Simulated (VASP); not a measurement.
# ZnS (I-4m2) in VASP: further runs

One crystal, ZnS, is run at these levels: PBEsol; tasks: single point.

All numbers are computed with VASP 6.6.1; they aren't measurements. Logs are shortened: lines on timing, memory, paths and dates and some standing lists are left out, and cuts for length are marked.

## (1) The crystal as given

It takes space group I-4m2 (No. 119, tetragonal). The conventional cell has a = 3.408 Å, b = 3.408 Å, c = 6.815 Å, α = 90.00°, β = 90.00°, γ = 90.00°. Around Zn (site symmetry -4m2) lie 4 S at 2.41 Å. S (site symmetry -4m2) is surrounded by 4 Zn at 2.41 Å.

Measurements of this composition are mostly on another form, of space group No. 216.

## (2) Single point, PBEsol

The input, INCAR:

```
SYSTEM = ZnS
PREC = Accurate
ENCUT = 520
EDIFF = 1E-7
ISMEAR = 0
SIGMA = 0.05
LREAL = .FALSE.
LASPH = .TRUE.
NELM = 100
ALGO = Normal
ISIF = 2
LWAVE = .FALSE.
LCHARG = .FALSE.
GGA = PS
NBANDS = 16
```

The input, KPOINTS:

```
regular mesh
0
G
  10 10 10
  0 0 0
```

The input, POSCAR:

```
ZnS
1.0
    0.0000000000      2.4096905210      3.4073023967
    2.4096905210      0.0000000000      3.4073023967
    2.4096905210      2.4096905210      0.0000000000
Zn S
1 1
Direct
    0.0000000000      0.0000000000      0.0000000000
    0.7500000000      0.7500000000      0.7500000000
```

Potentials or basis: VASP PAW PBE potentials, release 64 (Zn, S).

Launch:

```sh
> cat potpaw_PBE.64/Zn/POTCAR potpaw_PBE.64/S/POTCAR > POTCAR
> mpirun -np 1 vasp_std > vasp.out
```

OUTCAR:

```text
SYSTEM = ZnS
   PREC = Accurate
   ENCUT = 520
   EDIFF = 1E-7
   ISMEAR = 0
   LREAL = .FALSE.
   LASPH = .TRUE.
   NELM = 100
   ISIF = 2
   GGA = PS

 ion  position               nearest neighbor table
   1  0.000  0.000  0.000-   2 2.41   2 2.41   2 2.41   2 2.41
   2  0.750  0.750  0.750-   1 2.41   1 2.41   1 2.41   1 2.41

  LATTYP: Found a body centered tetragonal cell.
 ALAT       =     3.4078170159
 C/A-ratio  =     1.9996979772

  Lattice vectors:

 A1 = (  -2.4096905210,   0.0000000000,   3.4073023967)
 A2 = (   2.4096905210,   0.0000000000,   3.4073023967)
 A3 = (   0.0000000000,   2.4096905210,  -3.4073023967)

Analysis of symmetry for initial positions (statically):
=====================================================================
 Subroutine PRICEL returns:
 Original cell was already a primitive cell.

 Routine SETGRP: Setting up the symmetry group for a
 body centered tetragonal supercell.

 Subroutine GETGRP returns: Found  8 space group operations
 (whereof  8 operations were pure point group operations)
 out of a pool of 16 trial point group operations.

The static configuration has the point symmetry D_2d.

Analysis of symmetry for dynamics (positions and initial velocities):
=====================================================================
 Subroutine PRICEL returns:
 Original cell was already a primitive cell.

 Routine SETGRP: Setting up the symmetry group for a
 body centered tetragonal supercell.

 Subroutine GETGRP returns: Found  8 space group operations
 (whereof  8 operations were pure point group operations)
 out of a pool of 16 trial point group operations.

The dynamic configuration has the point symmetry D_2d.

 Subroutine INISYM returns: Found  8 space group operations
 (whereof  8 operations are pure point group operations),
 and found     1 'primitive' translations

----------------------------------------------------------------------------------------

                                     Primitive cell

  volume of cell :      39.5697

  direct lattice vectors                    reciprocal lattice vectors
     0.000000000  2.409690521  3.407302397    -0.207495525  0.207495525  0.146743653
     2.409690521  0.000000000  3.407302397     0.207495525 -0.207495525  0.146743653
     2.409690521  2.409690521  0.000000000     0.207495525  0.207495525 -0.146743653

  length of vectors
     4.173286239  4.173286239  3.407817016     0.328089143  0.328089143  0.328089143

  position of ions in fractional coordinates (direct lattice)
     0.000000000  0.000000000  0.000000000
     0.750000000  0.750000000  0.750000000

  ion indices of the primitive-cell ions
   primitive index   ion index
                 1           1
                 2           2

----------------------------------------------------------------------------------------

 KPOINTS: regular mesh

Automatic generation of k-mesh.
 Grid dimensions read from file:
 generate k-points for:   10   10   10

 Generating k-lattice:

  Cartesian coordinates                     Fractional coordinates (reciprocal lattice)
    -0.020749553  0.020749553  0.014674365     0.100000000 -0.000000000  0.000000000
     0.020749553 -0.020749553  0.014674365    -0.000000000  0.100000000  0.000000000
     0.020749553  0.020749553 -0.014674365     0.000000000  0.000000000  0.100000000

  Length of vectors
     0.032808914  0.032808914  0.032808914

  Shift w.r.t. Gamma in fractional coordinates (k-lattice)
     0.000000000  0.000000000  0.000000000

 Subroutine IBZKPT returns following result:
 ===========================================

 Found    102 irreducible k-points:

 Following reciprocal coordinates:
            Coordinates               Weight
  0.000000  0.000000  0.000000      1.000000
  0.100000 -0.000000  0.000000      8.000000
  0.200000 -0.000000  0.000000      8.000000
  0.300000  0.000000  0.000000      8.000000
  0.400000 -0.000000  0.000000      8.000000
  0.500000 -0.000000  0.000000      4.000000
[... 16 lines left out ...]
  0.300000  0.300000  0.000000      2.000000
  0.400000  0.300000  0.000000      8.000000
 [... further k-points ...]
   k-points           NKPTS =    102   k-points in BZ     NKDIM =    102   number of bands    NBANDS=     16
   number of dos      NEDOS =    301   number of ions     NIONS =      2
   total plane-waves  NPLWV =  28672
   dimension x,y,z NGX =    32 NGY =   32 NGZ =   28
   dimension x,y,z NGXF=    64 NGYF=   64 NGZF=   56
   ions per type =               1   1
   NGX,Y,Z   is equivalent  to a cutoff of  12.75, 12.75, 13.66 a.u.
   NGXF,Y,Z  is equivalent  to a cutoff of  25.49, 25.49, 27.32 a.u.
 SYSTEM =  ZnS
   PREC   = accura    normal or accurate (medium, high low for compatibility)
   ISTART =      0    job   : 0-new  1-cont  2-samecut
   ICHARG =      2    charge: 1-file 2-atom 10-const
   ISPIN  =      1    spin polarized calculation?
   LNONCOLLINEAR =      F non collinear calculations
   LSORBIT =      F    spin-orbit coupling
   LASPH  =      T    aspherical Exc in radial PAW
   ENCUT  =  520.0 eV  38.22 Ry    6.18 a.u.   7.76  7.76  6.34*2*pi/ulx,y,z
   NELM   =    100;   NELMIN=  2; NELMDL= -5     # of ELM steps
   EDIFF  = 0.1E-06   stopping-criterion for ELM
   LREAL  =      F    real-space projection
   EDIFFG = 0.1E-05   stopping-criterion for IOM
   NSW    =      0    number of steps for IOM
   IBRION =     -1    ionic relax: 0-MD 1-quasi-New 2-CG
   NFREE  =      0    steps in history (QN), initial steepest desc. (CG)
   ISIF   =      2    stress and relaxation
   ISYM   =      2    0-nonsym 1-usesym 2-fastsym
   POTIM  = 0.5000    time-step for ionic-motion
   TEBEG  =    0.0;   TEEND  =   0.0 temperature during run
   PSTRESS=    0.0 pullay stress
   NELECT =      18.0000    total number of electrons
   NUPDOWN=      -1.0000    fix difference up-down
   EMIN   =  10.00;   EMAX   =-10.00  energy-range for DOS
   EFERMI =   0.00;   METHOD = LEGACY
   ISMEAR =     0;   SIGMA  =   0.05  broadening in eV -4-tet -1-fermi 0-gaus
   EFERMI_NEDOS =   21; number of points for ismear=-14 and -15
   IALGO  =     38    algorithm
   IMIX   =      4    mixing-type and parameters
     AMIX     =   0.40;   BMIX     =  1.00
     AMIX_MAG =   1.60;   BMIX_MAG =  1.00
  volume/ion in A,a.u.               =      19.78       133.51
  Fermi-wavevector in a.u.,A,eV,Ry     =   1.259055  2.379268 21.568210  1.585219
  Thomas-Fermi vector in A             =   2.392634
   LORBIT       =      0    0 simple, 1 ext, 2 COOP (PROOUT), +10 PAW based schemes
   GGA     = PS    functional components
   LHFCALC =     F    Hartree Fock is set to
   AEXX    =    0.0000 exact exchange contribution
   IVDW    =     0    specifies the selected vdW correction
   LEPSILON=     F    determine dielectric tensor
   LRPA    =     F    only Hartree local field effects (RPA)
 non-spin polarized calculation
 Gauss-broadening in eV      SIGMA  =   0.05
  energy-cutoff  :      520.00
  volume of cell :       39.57
 maximum number of plane-waves:      1081
   NGX = 15   NGY = 15   NGZ = 13

 number of electron      17.9999995 magnetization

 Free energy of the ion-electron system (eV)
  ---------------------------------------------------
  ext. energy  EPLUGINS =         0.00000000
  ---------------------------------------------------
  free energy    TOTEN  =        -6.96470781 eV

  energy without entropy =       -6.96470781  energy(sigma->0) =       -6.96470781

 E-fermi :   2.8472     XC(G=0):  -9.9310

 val. band max:        2.6734230121   @ k =  -0.1000   0.1000   0.0000
 cond. band min:       3.0102524200   @ k =   0.0000   0.0000   0.0000
 fundamental gap:      0.3368294080
 Fermi energy:         2.8472316465

 k-point     1 :       0.0000    0.0000    0.0000
  band No.  band energies     occupation
      1     -10.9151      2.00000
      2      -4.5000      2.00000
      3      -4.2260      2.00000
      4      -4.2260      2.00000
      5      -4.0484      2.00000
      6      -3.9473      2.00000
[... 8 lines left out ...]
     15      12.9463      0.00000
     16      14.3732      0.00000

 k-point     2 :       0.1000   -0.0000    0.0000
  band No.  band energies     occupation
      1     -10.8300      2.00000
      2      -4.4908      2.00000
      3      -4.2402      2.00000
      4      -4.2150      2.00000
      5      -4.0354      2.00000
      6      -3.9547      2.00000
[... 8 lines left out ...]
     15      13.5285      0.00000
     16      15.2810      0.00000

 k-point     3 :       0.2000   -0.0000    0.0000
  band No.  band energies     occupation
      1     -10.5938      2.00000
      2      -4.4712      2.00000
      3      -4.2643      2.00000
      4      -4.1870      2.00000
      5      -3.9943      2.00000
      6      -3.9730      2.00000
[... 8 lines left out ...]
     15      14.4199      0.00000
     16      14.9965      0.00000

 k-point     4 :       0.3000    0.0000    0.0000
  band No.  band energies     occupation
      1     -10.2693      2.00000
      2      -4.4495      2.00000
      3      -4.2545      2.00000
      4      -4.1552      2.00000
      5      -3.9926      2.00000
      6      -3.9298      2.00000
[... 8 lines left out ...]
     15      14.3094      0.00000
     16      15.2776      0.00000
[... 324 lines left out ...]
 k-point    22 :      -0.2000    0.2000    0.0000
  band No.  band energies     occupation
      1     -10.0738      2.00000
      2      -4.4853      2.00000
      3      -4.2700      2.00000
      4      -4.1431      2.00000
      5      -4.0156      2.00000
      6      -3.8215      2.00000
[... 8 lines left out ...]
     15      13.8424      0.00000
     16      15.1122      0.00000

 k-point    23 :       0.3000    0.3000    0.0000
  band No.  band energies     occupation
      1     -10.4146      2.00000
      2      -4.5177      2.00000
      3      -4.1040      2.00000
      4      -4.1040      2.00000
      5      -4.1033      2.00000
      6      -3.9386      2.00000
[... 8 lines left out ...]
     15      16.2374      0.00000
     16      17.4304      0.00000

 k-point    24 :       0.4000    0.3000    0.0000
  band No.  band energies     occupation
      1     -10.2411      2.00000
      2      -4.4811      2.00000
      3      -4.1342      2.00000
      4      -4.0776      2.00000
      5      -4.0426      2.00000
      6      -3.9447      2.00000
[... 8 lines left out ...]
     15      16.0636      0.00000
     16      16.8542      0.00000

 [... further k-points ...]

------------------------ aborting loop because EDIFF is reached ----------------------------------------

  FORCE on cell =-STRESS in cart. coord.  units (eV):
  Direction    XX          YY          ZZ          XY          YZ          ZX
  --------------------------------------------------------------------------------------
  -------------------------------------------------------------------------------------
  Total        1.1062408      1.1062408     -5.0888674      0.0000000     -0.0000000     -0.0000000
  in kB       44.7916464     44.7916464   -206.0480491      0.0000000     -0.0000000     -0.0000000
  external PRESSURE =     -38.8215854 kB  Pullay stress =       0.0000000 kB

 VOLUME and BASIS-vectors are now :
 -----------------------------------------------------------------------------
  energy-cutoff  :      520.00
  volume of cell :       39.57
      direct lattice vectors                 reciprocal lattice vectors
     0.000000000  2.409690521  3.407302397    -0.207495525  0.207495525  0.146743653
     2.409690521  0.000000000  3.407302397     0.207495525 -0.207495525  0.146743653
     2.409690521  2.409690521  0.000000000     0.207495525  0.207495525 -0.146743653

 POSITION                                       TOTAL-FORCE (eV/Angst)
 -----------------------------------------------------------------------------------
      0.00000      0.00000      0.00000        -0.000000     -0.000000      0.000000
      3.61454      3.61454      5.11095         0.000000      0.000000     -0.000000
 -----------------------------------------------------------------------------------
    total drift:                               -0.000001     -0.000001     -0.000007

  FREE ENERGIE OF THE ION-ELECTRON SYSTEM (eV)
  ---------------------------------------------------
  free  energy   TOTEN  =        -6.9647078085 eV

  energy  without entropy=       -6.9647078071  energy(sigma->0) =       -6.96470781
```

It took 57 s on 1 thread of Intel Xeon Platinum 8259CL at 2.50GHz (Skylake/Cascade Lake), shared host; peak memory 0.21 GiB.

What came out:

```
Free energy            : -6.9647 eV
Pressure               : -3.9 GPa
Band gap on the k mesh : 0.34 eV, indirect (least direct gap 0.37 eV)
```

Caveat: the PAW data sets were made with another functional, which shifts forces and pressure a little.

## (3) Single point, PBEsol

This run uses another cell than the first one, of the same volume but with other edges.

The input, INCAR:

```
SYSTEM = ZnS
ALGO = Normal
EDIFF = 1E-6
ENCUT = 520
GGA = PS
ISIF = 2
ISMEAR = 0
LASPH = .TRUE.
LCHARG = .TRUE.
LELF = .TRUE.
LREAL = .FALSE.
LVHAR = .TRUE.
LWAVE = .FALSE.
NBANDS = 16
NELM = 100
PREC = Accurate
SIGMA = 0.05
```

The input, KPOINTS:

```
k-points
0
G
  10 10 10
  0 0 0
```

The input, POSCAR:

```
ZnS
1.0
    0.0000000000      2.9381877126      2.2917864159
    2.9381877126      0.0000000000      2.2917864159
    2.9381877126      2.9381877126      0.0000000000
Zn S
1 1
Direct
    0.0000000000      0.0000000000      0.0000000000
    0.7500000000      0.7500000000      0.7500000000
```

Potentials or basis: VASP PAW PBE potentials, release 64 (Zn, S).

Launch:

```sh
> cat potpaw_PBE.64/Zn/POTCAR potpaw_PBE.64/S/POTCAR > POTCAR
> mpirun -np 1 vasp_std > vasp.out
```

OUTCAR:

```text
SYSTEM = ZnS
   EDIFF = 1E-6
   ENCUT = 520
   GGA = PS
   ISIF = 2
   ISMEAR = 0
   LASPH = .TRUE.
   LREAL = .FALSE.
   NELM = 100
   PREC = Accurate

 ion  position               nearest neighbor table
   1  0.000  0.000  0.000-   2 2.37   2 2.37   2 2.37   2 2.37
   2  0.750  0.750  0.750-   1 2.37   1 2.37   1 2.37   1 2.37

  LATTYP: Found a body centered tetragonal cell.
 ALAT       =     4.1552249120
 C/A-ratio  =     1.1030865787

  Lattice vectors:

[... 645 lines left out ...]

  FORCE on cell =-STRESS in cart. coord.  units (eV):
  Direction    XX          YY          ZZ          XY          YZ          ZX
  --------------------------------------------------------------------------------------
  -------------------------------------------------------------------------------------
  Total       -1.4564561     -1.4564561      0.2841800      0.0000000     -0.0000000      0.0000000
  in kB      -58.9718502    -58.9718502     11.5064373      0.0000000     -0.0000000      0.0000000
  external PRESSURE =     -35.4790877 kB  Pullay stress =       0.0000000 kB

 VOLUME and BASIS-vectors are now :
 -----------------------------------------------------------------------------
  energy-cutoff  :      520.00
  volume of cell :       39.57
      direct lattice vectors                 reciprocal lattice vectors
     0.000000000  2.938187713  2.291786416    -0.170172926  0.170172926  0.218170418
     2.938187713  0.000000000  2.291786416     0.170172926 -0.170172926  0.218170418
     2.938187713  2.938187713  0.000000000     0.170172926  0.170172926 -0.218170418

 POSITION                                       TOTAL-FORCE (eV/Angst)
 -----------------------------------------------------------------------------------
      0.00000      0.00000      0.00000         0.000000      0.000000     -0.000000
      4.40728      4.40728      3.43768        -0.000000     -0.000000      0.000000
 -----------------------------------------------------------------------------------
    total drift:                               -0.000003     -0.000003     -0.000014

  FREE ENERGIE OF THE ION-ELECTRON SYSTEM (eV)
  ---------------------------------------------------
  free  energy   TOTEN  =        -7.4180608454 eV

  energy  without entropy=       -7.4180608454  energy(sigma->0) =       -7.41806085
```

OSZICAR:

```text
N       E                     dE             d eps       ncg     rms          rms(c)
DAV:   1     0.883337910425E+02    0.88334E+02   -0.89189E+03  3272   0.134E+03
DAV:   2    -0.212270699124E+01   -0.90456E+02   -0.84274E+02  3688   0.262E+02
DAV:   3    -0.778777447943E+01   -0.56651E+01   -0.56407E+01  4104   0.634E+01
DAV:   4    -0.784582529330E+01   -0.58051E-01   -0.58040E-01  3888   0.663E+00
DAV:   5    -0.784651991818E+01   -0.69462E-03   -0.69461E-03  4248   0.695E-01    0.637E+00
DAV:   6    -0.744357862833E+01    0.40294E+00   -0.81981E-01  4784   0.319E+01    0.503E+00
DAV:   7    -0.742217946295E+01    0.21399E-01   -0.22576E-01  3840   0.462E+00    0.246E+00
DAV:   8    -0.741824252912E+01    0.39369E-02   -0.50130E-03  4744   0.935E-01    0.596E-01
DAV:   9    -0.741799564625E+01    0.24688E-03   -0.11157E-03  3912   0.302E-01    0.932E-02
DAV:  10    -0.741806848942E+01   -0.72843E-04   -0.17145E-04  3936   0.119E-01    0.310E-02
DAV:  11    -0.741806056612E+01    0.79233E-05   -0.18331E-05  4840   0.547E-02    0.661E-03
DAV:  12    -0.741806084540E+01   -0.27927E-06   -0.23393E-06  3688   0.116E-02
   1 F= -.74180608E+01 E0= -.74180608E+01  d E =-.385816E-17
```

stdout:

```text
POSCAR found type information on POSCAR ZnS
 POSCAR found :  2 types and       2 ions
 scaLAPACK will be used
 -----------------------------------------------------------------------------
|                                                                             |
|                                                                             |
|     You enforced a specific xc type in the INCAR file but a different       |
|     I HOPE YOU KNOW WHAT YOU ARE DOING!                                     |
|                                                                             |
 -----------------------------------------------------------------------------

 LDA part: xc-table for (Slater+PW92), standard interpolation
 POSCAR, INCAR and KPOINTS ok, starting setup
 FFT: planning ... GRIDC
 FFT: planning ... GRID_SOFT
 FFT: planning ... GRID
 WAVECAR not read
 entering main loop
```

It took 52 s on 1 thread of Intel Xeon Platinum 8259CL at 2.50GHz (Skylake/Cascade Lake), shared host; peak memory 0.2 GiB.

What came out:

```
Free energy            : -7.4181 eV
Pressure               : -3.5 GPa
Band gap on the k mesh : 1.46 eV, direct
```

Stress tensor (GPa, compression positive):
```
-5.90  0.00  0.00
 0.00 -5.90  0.00
 0.00  0.00  1.15
```

Levels at points of the mesh, in eV from the valence-band top:
| k point | band 6 | band 7 | band 8 | band 9 | band 10 | band 11 | band 12 | band 13 |
| --- | --- | --- | --- | --- | --- | --- | --- | --- |
| (0.00, 0.00, 0.00) | -6.15 | -0.57 | -0.57 | 0.00 | 1.46 | 6.44 | 6.45 | 6.45 |
| (0.50, 0.00, 0.00) | -6.00 | -5.38 | -1.70 | -0.69 | 2.31 | 5.64 | 8.08 | 8.84 |
| (0.50, 0.50, 0.00) | -5.72 | -3.78 | -3.25 | -3.25 | 2.07 | 2.54 | 11.20 | 11.20 |
| (0.50, 0.00, 0.50) | -6.09 | -5.19 | -2.09 | -1.65 | 3.48 | 4.70 | 9.24 | 9.81 |

Caveat: the PAW data sets were made with another functional, which shifts forces and pressure a little. Expect the measured gap to be larger: semilocal functionals such as PBEsol lack the derivative discontinuity.
